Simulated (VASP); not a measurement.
# KI (Pm-3m) in VASP: a series of runs

The runs below take KI through single point, with r2SCAN.

Everything below comes from runs of VASP 6.6.1. Logs are shortened: lines on timing, memory, paths and dates and some standing lists are left out, and cuts for length are marked.

## Step 1: Starting point

Symmetry: Pm-3m, No. 221, cubic system. Conventional cell: a = 4.291 Å, b = 4.291 Å, c = 4.291 Å, α = 90.00°, β = 90.00°, γ = 90.00°. I (site symmetry m-3m) has 8 K at 3.72 Å as nearest neighbours. K (site symmetry m-3m) is surrounded by 8 I at 3.72 Å.

Measurements of this composition are mostly on another form, of space group No. 225.

## Step 2: Single point, r2SCAN

Contents of INCAR:

```
SYSTEM = KI
ADDGRID = .False.
ALGO = Normal
EDIFF = 1E-6
ENCUT = 700
ISIF = 2
ISMEAR = 0
LASPH = .True.
LCHARG = .False.
LMIXTAU = .True.
LREAL = .False.
LWAVE = .False.
METAGGA = R2SCAN
NBANDS = 15
NELM = 100
PREC = Accurate
SIGMA = 0.05
```

Contents of KPOINTS:

```
k-points
0
Gamma
  5 5 5
  0 0 0
```

Contents of POSCAR:

```
KI
1.0
    4.2911966600      0.0000000000      0.0000000000
    0.0000000000      4.2911966600      0.0000000000
    0.0000000000      0.0000000000      4.2911966600
I K
1 1
Direct
    0.5000000000      0.5000000000      0.5000000000
    0.0000000000      0.0000000000      0.0000000000
```

Potentials or basis: VASP PAW PBE potentials, release 64 (I, K_sv).

Command:

```sh
cat potpaw_PBE.64/I/POTCAR potpaw_PBE.64/K_sv/POTCAR > POTCAR
mpirun -np 1 vasp_std > vasp.out
```

OUTCAR:

```text
SYSTEM = KI
   EDIFF = 1E-6
   ENCUT = 700
   ISIF = 2
   ISMEAR = 0
   LASPH = .True.
   LREAL = .False.
   METAGGA = R2SCAN
   NELM = 100
   PREC = Accurate

 Found     10 irreducible k-points:

 Following reciprocal coordinates:
            Coordinates               Weight
  0.000000  0.000000  0.000000      1.000000
  0.200000  0.000000  0.000000      6.000000
  0.400000  0.000000  0.000000      6.000000
  0.200000  0.200000  0.000000     12.000000
  0.400000  0.200000  0.000000     24.000000
  0.400000  0.400000  0.000000     12.000000
   k-points           NKPTS =     10   k-points in BZ     NKDIM =     10   number of bands    NBANDS=     15
   number of dos      NEDOS =    301   number of ions     NIONS =      2
   total plane-waves  NPLWV =  64000
   dimension x,y,z NGX =    40 NGY =   40 NGZ =   40
   dimension x,y,z NGXF=    80 NGYF=   80 NGZF=   80
   ions per type =               1   1
   NGX,Y,Z   is equivalent  to a cutoff of  15.50, 15.50, 15.50 a.u.
   NGXF,Y,Z  is equivalent  to a cutoff of  30.99, 30.99, 30.99 a.u.
 SYSTEM =  KI
   PREC   = accura    normal or accurate (medium, high low for compatibility)
   ISTART =      0    job   : 0-new  1-cont  2-samecut
   ICHARG =      2    charge: 1-file 2-atom 10-const
   ISPIN  =      1    spin polarized calculation?
   LNONCOLLINEAR =      F non collinear calculations
   LSORBIT =      F    spin-orbit coupling
   LASPH  =      T    aspherical Exc in radial PAW
   ENCUT  =  700.0 eV  51.45 Ry    7.17 a.u.   9.26  9.26  9.26*2*pi/ulx,y,z
   NELM   =    100;   NELMIN=  2; NELMDL= -5     # of ELM steps
   EDIFF  = 0.1E-05   stopping-criterion for ELM
   LREAL  =      F    real-space projection
   EDIFFG = 0.1E-04   stopping-criterion for IOM
   NSW    =      0    number of steps for IOM
   IBRION =     -1    ionic relax: 0-MD 1-quasi-New 2-CG
   NFREE  =      0    steps in history (QN), initial steepest desc. (CG)
   ISIF   =      2    stress and relaxation
   ISYM   =      2    0-nonsym 1-usesym 2-fastsym
   POTIM  = 0.5000    time-step for ionic-motion
   TEBEG  =    0.0;   TEEND  =   0.0 temperature during run
   PSTRESS=    0.0 pullay stress
   NELECT =      16.0000    total number of electrons
   NUPDOWN=      -1.0000    fix difference up-down
   EMIN   =  10.00;   EMAX   =-10.00  energy-range for DOS
   EFERMI =   0.00;   METHOD = LEGACY
   ISMEAR =     0;   SIGMA  =   0.05  broadening in eV -4-tet -1-fermi 0-gaus
   EFERMI_NEDOS =   21; number of points for ismear=-14 and -15
   IALGO  =     38    algorithm
   IMIX   =      4    mixing-type and parameters
     AMIX     =   0.40;   BMIX     =  1.00
     AMIX_MAG =   1.60;   BMIX_MAG =  1.00
  volume/ion in A,a.u.               =      39.51       266.63
  Fermi-wavevector in a.u.,A,eV,Ry     =   0.961324  1.816639 12.573738  0.924144
  Thomas-Fermi vector in A             =   2.090686
   LORBIT       =      0    0 simple, 1 ext, 2 COOP (PROOUT), +10 PAW based schemes
   METAGGA = R2SCAN    functional components
   LHFCALC =     F    Hartree Fock is set to
   AEXX    =    0.0000 exact exchange contribution
   IVDW    =     0    specifies the selected vdW correction
   LEPSILON=     F    determine dielectric tensor
   LRPA    =     F    only Hartree local field effects (RPA)
 non-spin polarized calculation
 Gauss-broadening in eV      SIGMA  =   0.05
  energy-cutoff  :      700.00
  volume of cell :       79.02
 maximum number of plane-waves:      3345
 NGX is ok and might be reduce to    40
   NGX = 19   NGY = 19   NGZ = 19

 number of electron      15.9999999 magnetization

 Free energy of the ion-electron system (eV)
  ---------------------------------------------------
  ext. energy  EPLUGINS =         0.00000000
  ---------------------------------------------------
  free energy    TOTEN  =       -33.86544809 eV

  energy without entropy =      -33.86544809  energy(sigma->0) =      -33.86544809

 E-fermi :   0.8360     XC(G=0):  -8.0461

 val. band max:        0.5218230611   @ k =   0.4000   0.4000   0.0000
 cond. band min:       4.6180938332   @ k =   0.0000   0.0000   0.0000
 fundamental gap:      4.0962707721
 Fermi energy:         0.8359621788

 k-point     1 :       0.0000    0.0000    0.0000
  band No.  band energies     occupation
      1     -30.0130      2.00000
      2     -12.6949      2.00000
      3     -12.6949      2.00000
      4     -12.6949      2.00000
      5     -10.9108      2.00000
      6       0.2099      2.00000
      7       0.2099      2.00000
      8       0.2099      2.00000
      9       4.6181      0.00000
     10       5.8329      0.00000
     11       5.8329      0.00000
     12       9.6753      0.00000
     13       9.6753      0.00000
     14       9.6753      0.00000
     15      11.7430      0.00000

 k-point     2 :       0.2000    0.0000    0.0000
  band No.  band energies     occupation
      1     -30.0114      2.00000
      2     -12.7537      2.00000
      3     -12.6910      2.00000
      4     -12.6910      2.00000
      5     -10.8013      2.00000
      6      -0.6204      2.00000
      7       0.2379      2.00000
      8       0.2379      2.00000
      9       5.3513      0.00000
     10       6.1275      0.00000
     11       6.8011      0.00000
     12       9.5534      0.00000
     13       9.5534      0.00000
     14       9.8465      0.00000
     15      10.4622      0.00000

 k-point     3 :       0.4000    0.0000    0.0000
  band No.  band energies     occupation
      1     -30.0089      2.00000
      2     -12.8409      2.00000
      3     -12.6847      2.00000
      4     -12.6847      2.00000
      5     -10.6242      2.00000
      6      -1.5861      2.00000
      7       0.2836      2.00000
      8       0.2836      2.00000
      9       6.4568      0.00000
     10       6.9540      0.00000
     11       8.2260      0.00000
     12       8.6806      0.00000
     13       9.6544      0.00000
     14       9.6544      0.00000
     15      10.1977      0.00000

 k-point     4 :       0.2000    0.2000    0.0000
  band No.  band energies     occupation
      1     -30.0099      2.00000
      2     -12.7578      2.00000
      3     -12.7225      2.00000
      4     -12.6875      2.00000
      5     -10.7240      2.00000
      6      -0.6366      2.00000
      7      -0.3860      2.00000
      8       0.2876      2.00000
      9       5.9359      0.00000
     10       6.5890      0.00000
     11       7.2281      0.00000
     12       8.9436      0.00000
     13       9.2529      0.00000
     14      10.2909      0.00000
     15      10.5126      0.00000

 k-point     5 :       0.4000    0.2000    0.0000
  band No.  band energies     occupation
      1     -30.0075      2.00000
      2     -12.8163      2.00000
      3     -12.7179      2.00000
      4     -12.6818      2.00000
      5     -10.5969      2.00000
      6      -1.4214      2.00000
      7      -0.3278      2.00000
      8       0.3707      2.00000
      9       6.4967      0.00000
     10       6.8178      0.00000
     11       8.2056      0.00000
     12       8.7127      0.00000
     13       9.1607      0.00000
     14       9.3872      0.00000
     15      10.1131      0.00000

 k-point     6 :       0.4000    0.4000    0.0000
  band No.  band energies     occupation
      1     -30.0051      2.00000
      2     -12.7797      2.00000
      3     -12.7673      2.00000
      4     -12.6770      2.00000
      5     -10.5507      2.00000
      6      -1.1540      2.00000
      7      -1.0717      2.00000
      8       0.5218      2.00000
      9       5.3824      0.00000
     10       6.9564      0.00000
     11       8.1096      0.00000
     12       8.3367      0.00000
     13       9.5891      0.00000
     14       9.6143      0.00000
     15      11.1496      0.00000

 [... further k-points ...]

------------------------ aborting loop because EDIFF is reached ----------------------------------------

  FORCE on cell =-STRESS in cart. coord.  units (eV):
  Direction    XX          YY          ZZ          XY          YZ          ZX
  --------------------------------------------------------------------------------------
  -------------------------------------------------------------------------------------
  Total        0.0415101      0.0415101      0.0415101     -0.0000000     -0.0000000     -0.0000000
  in kB        0.8416454      0.8416454      0.8416454     -0.0000000     -0.0000000     -0.0000000
  external PRESSURE =       0.8416454 kB  Pullay stress =       0.0000000 kB

 VOLUME and BASIS-vectors are now :
 -----------------------------------------------------------------------------
  energy-cutoff  :      700.00
  volume of cell :       79.02
      direct lattice vectors                 reciprocal lattice vectors
     4.291196660  0.000000000  0.000000000     0.233035230  0.000000000  0.000000000
     0.000000000  4.291196660  0.000000000     0.000000000  0.233035230  0.000000000
     0.000000000  0.000000000  4.291196660     0.000000000  0.000000000  0.233035230

 POSITION                                       TOTAL-FORCE (eV/Angst)
 -----------------------------------------------------------------------------------
      2.14560      2.14560      2.14560         0.000000      0.000000      0.000000
      0.00000      0.00000      0.00000         0.000000      0.000000      0.000000
 -----------------------------------------------------------------------------------
    total drift:                                0.000000      0.000000     -0.000000

  FREE ENERGIE OF THE ION-ELECTRON SYSTEM (eV)
  ---------------------------------------------------
  free  energy   TOTEN  =       -33.8654480876 eV

  energy  without entropy=      -33.8654480876  energy(sigma->0) =      -33.86544809
```

It took 66 s on 1 thread of Intel Xeon Platinum 8259CL at 2.50GHz (Skylake/Cascade Lake), shared host; peak memory 0.26 GiB.

These settings aren't checked as converged: the numbers below hold their error.

Results:

| Item | Value |
| --- | --- |
| Free energy | -33.8654 eV |
| Pressure | 0.1 GPa |
| Band gap on the k mesh | 4.10 eV, indirect (least direct gap 4.41 eV) |

Caveat: the PAW data sets were made with another functional, which shifts forces and pressure a little; spin-orbit coupling is left out, which moves the levels of the heavy elements; an odd mesh through Γ misses points on the zone boundary, where band edges often lie.

## Step 3: Single point, r2SCAN

INCAR is that of step 2.

KPOINTS is that of step 2.

Contents of POSCAR:

```
KI
1.0
    4.2911966600      0.0000000000      0.0000000000
    0.0000000000      4.2911966600      0.0000000000
    0.0000000000      0.0000000000      4.2911966600
I K
1 1
Direct
    0.5065330000      0.4906340000      0.4946390000
   -0.0062690000      0.0032140000     -0.0010130000
```

Potentials or basis: VASP PAW PBE potentials, release 64 (I, K_sv).

Command:

```sh
cat potpaw_PBE.64/I/POTCAR potpaw_PBE.64/K_sv/POTCAR > POTCAR
mpirun -np 1 vasp_std > vasp.out
```

It took 5.2 min on 1 thread of Intel Xeon Platinum 8259CL at 2.50GHz (Skylake/Cascade Lake), shared host; peak memory 0.33 GiB.

These settings aren't checked as converged: the numbers below hold their error.

Results:

```
Free energy            : -33.8635 eV
Pressure               : 0.1 GPa
Largest force          : 0.051 eV/Å
Band gap on the k mesh : 4.10 eV, indirect (least direct gap 4.41 eV)
```

Caveat: the PAW data sets were made with another functional, which shifts forces and pressure a little; spin-orbit coupling is left out, which moves the levels of the heavy elements; an odd mesh through Γ misses points on the zone boundary, where band edges often lie.

## Step 4: Single point, r2SCAN

Edit INCAR of step 3 so:

```diff
@@ -4,3 +4,3 @@
 EDIFF = 1E-6
-ENCUT = 700
+ENCUT = 550
 ISIF = 2
```

Contents of KPOINTS:

```
k-points
0
Gamma
  6 6 6
  0 0 0
```

Contents of POSCAR:

```
KI
1.0
    4.2911966600      0.0000000000      0.0000000000
    0.0000000000      4.2911966600      0.0000000000
    0.0000000000      0.0000000000      4.2911966600
I K
1 1
Direct
    0.5000000000      0.5000000000      0.5000000000
    0.0000000000      0.0000000000      0.0000000000
```

Command:

```sh
cat potpaw_PBE.64/I/POTCAR potpaw_PBE.64/K_sv/POTCAR > POTCAR
mpirun -np 1 vasp_std > vasp.out
```

Wall time 93 s (1 thread of Intel Xeon Platinum 8259CL at 2.50GHz (Skylake/Cascade Lake), shared host); peak memory 0.22 GiB.

The run converged, but some of its settings lie outside the range that counts as converged, so its numbers aren't taken as properties of the crystal.

What came out:

```
Free energy            : -33.8649 eV
Pressure               : 0.0 GPa
Band gap on the k mesh : 4.04 eV, indirect (least direct gap 4.41 eV)
```

Caveat: the PAW data sets were made with another functional, which shifts forces and pressure a little; spin-orbit coupling is left out, which moves the levels of the heavy elements.

## Step 5: Single point, r2SCAN

INCAR is that of step 4.

KPOINTS is that of step 4.

Contents of POSCAR:

```
KI
1.0
    4.2911966600      0.0000000000      0.0000000000
    0.0000000000      4.2911966600      0.0000000000
    0.0000000000      0.0000000000      4.2911966600
I K
1 1
Direct
    0.5065330000      0.4906340000      0.4946390000
   -0.0062690000      0.0032140000     -0.0010130000
```

Potentials or basis: VASP PAW PBE potentials, release 64 (I, K_sv).

Command:

```sh
cat potpaw_PBE.64/I/POTCAR potpaw_PBE.64/K_sv/POTCAR > POTCAR
mpirun -np 1 vasp_std > vasp.out
```

OUTCAR:

```text
SYSTEM = KI
   EDIFF = 1E-6
   ENCUT = 550
   ISIF = 2
   ISMEAR = 0
   LASPH = .True.
   LREAL = .False.
   METAGGA = R2SCAN
   NELM = 100
   PREC = Accurate

 Found    112 irreducible k-points:

 Following reciprocal coordinates:
            Coordinates               Weight
  0.000000  0.000000  0.000000      1.000000
  0.166667  0.000000  0.000000      2.000000
  0.000000  0.166667  0.000000      2.000000
  0.000000  0.000000  0.166667      2.000000
  0.333333  0.000000  0.000000      2.000000
  0.000000  0.333333  0.000000      2.000000
   k-points           NKPTS =    112   k-points in BZ     NKDIM =    112   number of bands    NBANDS=     15
[... 185 lines left out ...]

  FORCE on cell =-STRESS in cart. coord.  units (eV):
  Direction    XX          YY          ZZ          XY          YZ          ZX
  --------------------------------------------------------------------------------------
  -------------------------------------------------------------------------------------
  Total        0.0392260      0.0393841      0.0410254     -0.0118068      0.0040444     -0.0041150
  in kB        0.7953339      0.7985397      0.8318180     -0.2393908      0.0820033     -0.0834347
  external PRESSURE =       0.8085638 kB  Pullay stress =       0.0000000 kB

 VOLUME and BASIS-vectors are now :
 -----------------------------------------------------------------------------
  energy-cutoff  :      550.00
  volume of cell :       79.02
      direct lattice vectors                 reciprocal lattice vectors
     4.291196660  0.000000000  0.000000000     0.233035230  0.000000000  0.000000000
     0.000000000  4.291196660  0.000000000     0.000000000  0.233035230  0.000000000
     0.000000000  0.000000000  4.291196660     0.000000000  0.000000000  0.233035230

 POSITION                                       TOTAL-FORCE (eV/Angst)
 -----------------------------------------------------------------------------------
      2.17363      2.10541      2.12259        -0.035026      0.034587      0.011873
      4.26430      0.01379      4.28685         0.035026     -0.034587     -0.011873
 -----------------------------------------------------------------------------------
    total drift:                                0.000150      0.000390      0.000126

  FREE ENERGIE OF THE ION-ELECTRON SYSTEM (eV)
  ---------------------------------------------------
  free  energy   TOTEN  =       -33.8629182258 eV

  energy  without entropy=      -33.8629182258  energy(sigma->0) =      -33.86291823
```

OSZICAR:

```text
N       E                     dE             d eps       ncg     rms          rms(c)
DAV:   1     0.605753466628E+02    0.60575E+02   -0.69741E+03  3360   0.983E+02
DAV:   2    -0.316077103124E+02   -0.92183E+02   -0.86023E+02  4222   0.232E+02
DAV:   3    -0.369265993109E+02   -0.53189E+01   -0.52886E+01  4994   0.467E+01
DAV:   4    -0.372046732287E+02   -0.27807E+00   -0.27797E+00  4842   0.921E+00
DAV:   5    -0.372070000914E+02   -0.23269E-02   -0.23268E-02  4965   0.105E+00    0.316E+00
DAV:   6    -0.344510651851E+02    0.27559E+01   -0.11508E+00  5257   0.920E+00    0.238E+00
DAV:   7    -0.337398721635E+02    0.71119E+00   -0.26658E-01  6486   0.426E+00    0.106E+00
DAV:   8    -0.342636146859E+02   -0.52374E+00   -0.23358E-01  4158   0.397E+00    0.429E-01
DAV:   9    -0.337825269990E+02    0.48109E+00   -0.23753E-01  3486   0.434E+00    0.340E-01
DAV:  10    -0.338069783572E+02   -0.24451E-01   -0.10988E-01  3381   0.311E+00    0.240E-01
DAV:  11    -0.338596412408E+02   -0.52663E-01   -0.24790E-02  3360   0.157E+00    0.191E-01
DAV:  12    -0.338627587581E+02   -0.31175E-02   -0.23154E-03  4564   0.482E-01    0.550E-02
DAV:  13    -0.338626588711E+02    0.99887E-04   -0.66680E-04  3890   0.251E-01    0.336E-02
DAV:  14    -0.338629186383E+02   -0.25977E-03   -0.16547E-04  4359   0.132E-01    0.150E-02
DAV:  15    -0.338629182258E+02    0.41253E-06   -0.40156E-06  4985   0.130E-02
   1 F= -.33862918E+02 E0= -.33862918E+02  d E =-.160249E-13
```

Wall time 5.9 min (1 thread of Intel Xeon Platinum 8259CL at 2.50GHz (Skylake/Cascade Lake), shared host); peak memory 0.32 GiB.

These settings aren't checked as converged: the numbers below hold their error.

Results:

```
Free energy            : -33.8629 eV
Pressure               : 0.1 GPa
Largest force          : 0.051 eV/Å
Band gap on the k mesh : 4.04 eV, indirect (least direct gap 4.41 eV)
```

Caveat: the PAW data sets were made with another functional, which shifts forces and pressure a little; spin-orbit coupling is left out, which moves the levels of the heavy elements.
